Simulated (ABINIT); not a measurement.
Crystal: ZnO (zincite).

```
Zn O
1.0
     3.24931    0.00000    0.00000
    -1.62465    2.81398    0.00000
     0.00000    0.00000    5.20571
Zn O
2 2
Direct
  0.66667 0.33333 0.00000
  0.33333 0.66667 0.50000
  0.33333 0.66667 0.87901
  0.66667 0.33333 0.37901
```

Base run:

* Program: ABINIT 10.8.3 (patched build)
* Functional: r2SCAN
* Potentials or basis: PseudoDojo NC SR PBE v0.4.1 standard
* Cutoff: 1361 eV
* k mesh: 7 × 7 × 4
* Occupations: fermi-dirac, width 0.05 eV
* Spin: no spin polarisation

Its results: band gap on the k mesh 1.06 eV, direct; pressure -0.8 GPa; largest force 0.073 eV/Å.

Q: The run is repeated on the same cell with these changes: potentials or basis from PseudoDojo NC SR PBE v0.4.1 standard to JTH PAW PBE v2.0; cutoff from 1361 eV to 762 eV; valence electrons from 52 to 36. What comes out?

A: Band gap on the k mesh 1.21 eV, direct; pressure -1.2 GPa; largest force 0.073 eV/Å.

Caveats: a meta-GGA on potentials with a model core is unreliable (some runs); the potentials were made for another functional, which shifts forces and pressure (some runs); the PAW data sets were made with another functional, which shifts forces and pressure a little (some runs).

